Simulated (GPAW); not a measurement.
# MgO (P-6m2) in GPAW: single point with PBE

Aim: the single point of MgO with PBE.

Everything below comes from runs of GPAW 26.7.0. Logs are shortened: lines on timing, memory, paths and dates and some standing lists are left out, and cuts for length are marked. The log counts tension as positive stress, the text compression.

**1. The structure**

The structure is hexagonal, space group P-6m2 (No. 187). The conventional cell has a = 2.938 Å, b = 2.938 Å, c = 2.680 Å, α = 90.00°, β = 90.00°, γ = 120.00°. Mg (site symmetry -6m2) is surrounded by 6 O at 2.16 Å. O (site symmetry -6m2) has 6 Mg at 2.16 Å as nearest neighbours.

Measurements of this composition are mostly on another form, of space group No. 225.

**2. Single point, PBE**

File run.py:

```python
from ase import Atoms
from ase.dft.bandgap import bandgap
from ase.io import write
from ase.units import GPa
from gpaw import GPAW, PW

atoms = Atoms(['Mg', 'O'],
              cell=[[2.9380209034, 0.0, 0.0],
                    [-1.4690104517, 2.5444007392, 0.0],
                    [0.0, 0.0, 2.67968]],
              scaled_positions=[[0.0, 0.0, 0.0],
                                [0.3333333333, 0.6666666667, 0.5]],
              pbc=True)

calc = GPAW(mode=PW(550),
            xc='PBE',
            kpts={'size': (8, 8, 8), 'gamma': True},
            occupations={'name': 'fermi-dirac', 'width': 0.05},
            nbands=16,
            maxiter=120,
            txt='gpaw.txt')
atoms.calc = calc
energy = atoms.get_potential_energy()
forces = atoms.get_forces()
stress = atoms.get_stress()
calc.write('gs.gpw')
write('result.traj', atoms)
print(f'Energy: {energy:.6f} eV')
print('Forces (eV/A):')
print(forces.round(4))
print('Stress (GPa):', (stress / GPa).round(3))
print('Fermi level:', round(calc.get_fermi_level(), 4), 'eV')
print(f'Gap: {bandgap(calc)[0]:.4f} eV, direct: {bandgap(calc, direct=True)[0]:.4f} eV')
```

Potentials or basis: GPAW PAW data sets (gpaw-data 1.2.1), pw.

Launch:

```bash
$ OMP_NUM_THREADS=1 python run.py
```

gpaw.txt:

```text
__  _  _
 | _ |_)|_||  |
 |__||  | ||/\| - 26.7.0

Input parameters:
  mode=PW(ecut=550.0),
  kpts=MonkhorstPack(size=(8, 8, 8), gamma=True),
  maxiter=120,
  nbands=16,
  occupations=Occupations(name='fermi-dirac', width=0.05),
  xc=XC(name='PBE')

Diagonalizing LCAO Hamiltonian
Converting LCAO to pw mode

        O

       Mg

Atoms  # Å, Bohr magnetons
|   | symbol |         x |        y |        z |    initial magnetic moments |
|---|--------|-----------|----------|----------|-----------------------------|
| 0 |     Mg |  0.000000 | 0.000000 | 0.000000 | ( 0.0000,  0.0000,  0.0000) |
| 1 |      O | -0.000000 | 1.696267 | 1.339840 | ( 0.0000,  0.0000,  0.0000) |

Unit cell  # Å
| periodic |         x |        y |        z |  lengths |     angles |
|----------|-----------|----------|----------|----------|------------|
|      yes |  2.938021 | 0.000000 | 0.000000 | 2.938021 |  90.000000 |
|      yes | -1.469010 | 2.544401 | 0.000000 | 2.938021 |  90.000000 |
|      yes |  0.000000 | 0.000000 | 2.679680 | 2.679680 | 120.000000 |

Number of symmetries: 12
Symmetry operations  # r_c * U_cc + t_c -> r_c
|    | kind |            matrix            |
|----|------|------------------------------|
|  0 |  σ   |  1, 1, 0,  0,-1, 0,  0, 0, 1 |
|  1 |  C2  |  1, 1, 0,  0,-1, 0,  0, 0,-1 |
|  2 |  E   |  1, 0, 0,  0, 1, 0,  0, 0, 1 |
|  3 |  σ   |  1, 0, 0,  0, 1, 0,  0, 0,-1 |
|  4 |  C3  |  0, 1, 0, -1,-1, 0,  0, 0, 1 |
|  5 |  S3  |  0, 1, 0, -1,-1, 0,  0, 0,-1 |
|  6 |  σ   |  0,-1, 0, -1, 0, 0,  0, 0, 1 |
|  7 |  C2  |  0,-1, 0, -1, 0, 0,  0, 0,-1 |
|  8 |  σ   | -1, 0, 0,  1, 1, 0,  0, 0, 1 |
|  9 |  C2  | -1, 0, 0,  1, 1, 0,  0, 0,-1 |
| 10 |  C3  | -1,-1, 0,  1, 0, 0,  0, 0, 1 |
| 11 |  S3  | -1,-1, 0,  1, 0, 0,  0, 0,-1 |

BZ-sampling:
  Number of BZ points: 512
  Number of IBZ points: 50

  Monkhorst-Pack size: [8, 8, 8]
  Monkhorst-Pack shift: [0.0625, 0.0625, 0.0625]

K-points  # in reciprocal-cell coordinates
|     |                                coordinates |     weight |
|-----|--------------------------------------------|------------|
|   0 | (  0.00000000,   0.00000000,   0.00000000) | 0.00195312 |
|   1 | (  0.00000000,   0.00000000,   0.12500000) | 0.00390625 |
|   2 | (  0.00000000,   0.00000000,   0.25000000) | 0.00390625 |
|   3 | (  0.00000000,   0.00000000,   0.37500000) | 0.00390625 |
|   4 | (  0.00000000,   0.00000000,   0.50000000) | 0.00195312 |
|   5 | (  0.12500000,   0.00000000,   0.00000000) | 0.01171875 |
|   6 | (  0.12500000,   0.00000000,   0.12500000) | 0.02343750 |
|   7 | (  0.12500000,   0.00000000,   0.25000000) | 0.02343750 |
|   8 | (  0.12500000,   0.00000000,   0.37500000) | 0.02343750 |
|   9 | (  0.12500000,   0.00000000,   0.50000000) | 0.01171875 |
| ... |                                            |            |
|  49 | (  0.50000000,   0.50000000,   0.50000000) | 0.00585938 |

Plane wave coefficients: 599
Cutoff: 550.0 eV

Spin-components: 1 (collinear spins)
Bands:           16
Projectors:      10
Spin-degeneracy: 2
Datatype:        complex128

Parallelization:
  kpt:    1
  domain: 1
  band:   1

Density:
  Valence electrons: 16.0
  Components: 1
  Grid points: [16 16 15]
  Charge: 0.0  # |e|

Potential:
  Grid points: [16 16 15]

species:
  Mg:
    name:    Magnesium
    Z:       12.0
    valence: 10
    core:    2
    charge:  0.0  # [|e|]
    compensation charges:
      type: gauss
      rc: 0.33  # [Å]
      lmax: 2
    cutoffs:
      filter: 1.86  # [Å]
      core: 0.54  # [Å]
    projectors
    | kind |    occ | energy [eV] | rcut [Å] |
    |------|--------|-------------|----------|
    |   2s |  2.000 |     -79.840 |    1.090 |
    |   3s |  2.000 |      -4.705 |    1.090 |
    |   2p |  6.000 |     -46.613 |    1.085 |
    |   3p |  0.000 |      -1.330 |    1.085 |
    |    d |        |       0.000 |    1.037 |

    Using partial waves for Mg as LCAO basis

  O:
    name:    Oxygen
    Z:       8.0
    valence: 6
    core:    2
    charge:  0.0  # [|e|]
    compensation charges:
      type: gauss
      rc: 0.21  # [Å]
      lmax: 2
    cutoffs:
      filter: 1.17  # [Å]
      core: 0.83  # [Å]
    projectors
    | kind |    occ | energy [eV] | rcut [Å] |
    |------|--------|-------------|----------|
    |   2s |  2.000 |     -23.961 |    0.688 |
    |   2p |  4.000 |      -9.029 |    0.598 |
    |    s |        |       3.251 |    0.688 |
    |    p |        |      18.182 |    0.598 |
    |    d |        |       0.000 |    0.619 |

    Using partial waves for O as LCAO basis

Reference energy: -7490.497190  # eV

eigensolver:
  PPCG
  Converge bands: occupied
  niter=2

density mixing:
  MSR1-Mixer
  Pratt-step length: 0.05
  Maximum mixing coefficient: 0.75
  Old densities: 10
  SVD Regularization: 0.005
  Good broyden scale: 1.0
  Trust region scale: 1.0
  Backstep threshold: 4.0
  History deletion threshold: 6.0
  Fourier metric: weight=20.0, sigma=0.015

occupation numbers:
  Fermi-Dirac:
    width: 0.0500  # eV

poisson solver:
  ecut: 4400.0  # eV

xc functional:
  name: PBE with 2 nearest neighbor stencil

convergence criteria:
- Maximum [total energy] change in last 3 cyles: 0.0005 eV / valence electron
- Maximum integral of absolute [dens]ity change: 0.0001 electrons / valence electron
- Maximum integral of absolute [eigenst]ate change: 4e-08 eV^2 / valence electron
maximum number of iterations: 120

SCF iterations
|iter     | |      energy | eigst |  dens |
|---------|-|-------------|-------|-------|
|iter:   1| |  -12.793632 | +0.01 |       |
|iter:   2| |  -12.404940 | -2.14 | -0.97 |
|iter:   3| |  -11.345849 | -1.57 | -1.02 |
|iter:   4| |  -11.341168 | -3.11 | -1.56 |
|iter:   5| |  -11.343010c| -3.27 | -1.83 |
|iter:   6| |  -11.343080c| -5.36 | -2.95 |
|iter:   7| |  -11.343104c| -6.08 | -3.32 |
|iter:   8| |  -11.343104c| -7.90c| -4.32c|

Converged in 8 steps
Energy contributions relative to reference atoms: (reference = -7490.497190)

Energy contributions:
  Kinetic:           8.320522
  Coulomb:          -6.425057
  Zero:              0.069073
  External:          0.000000
  Xc:              -13.307642
  Entropy:          -0.000000
  Spinorbit:         0.000000
  ----------------------------
  Free energy:     -11.343104
  Extrapolated:    -11.343104

dipole moment: (-2.276253, -3.553698, -3.845030)  # |e|*Ang

Fermi level: 5.913
Eigenvalues  # (at kpt = [0.000, 0.000, 0.000])
| band index |      eig [eV] | occ [0-2] |
|------------|---------------|-----------|
|          0 |       -68.565 |     2.000 |
|          1 |       -35.326 |     2.000 |
|          2 |       -35.326 |     2.000 |
|          3 |       -35.267 |     2.000 |
|          4 |       -12.518 |     2.000 |
|          5 |         4.294 |     2.000 |
[... 8 lines left out ...]
|         14 |        27.445 |     0.000 |
|         15 |        27.446 |     0.000 |

Gap: 3.020 eV
Transition (v -> c):
  (s=0, k=30, n=7, [0.38, 0.38, 0.00]) -> (s=0, k=0, n=8, [0.00, 0.00, 0.00])
Direct/indirect transitions are different
Direct gap: 3.433 eV
Transition at: (s=0, k=0, n=7, [0.00, 0.00, 0.00])

Forces  # eV/Ang
|        x |       y |       z |
|----------|---------|---------|
|  0.00000 | 0.00000 | 0.00000 |  # Mg   0
| -0.00000 | 0.00000 | 0.00000 |  # O    1

Stress tensor  # eV/Ang^3
|         x |         y |        z |
|-----------|-----------|----------|
|  0.057420 | -0.000000 | 0.000000 |
| -0.000000 |  0.057420 | 0.000000 |
|  0.000000 |  0.000000 | 0.058174 |

# Writing to gs.gpw (mode='')
```

Run time: 7.7 s. Hardware: 1 thread of Arm Neoverse V1, shared host; peak memory 0.13 GiB.

These settings aren't checked as converged: the numbers below hold their error.

Results:

```yaml
Free_energy: -11.3431 eV
Pressure: -9.2 GPa
Band_gap_on_the_k_mesh: 3.02 eV, indirect (least direct gap 3.43 eV)
```

Caveat: the cutoff is short for stress and forces, so pressures can be off by a GPa or more.
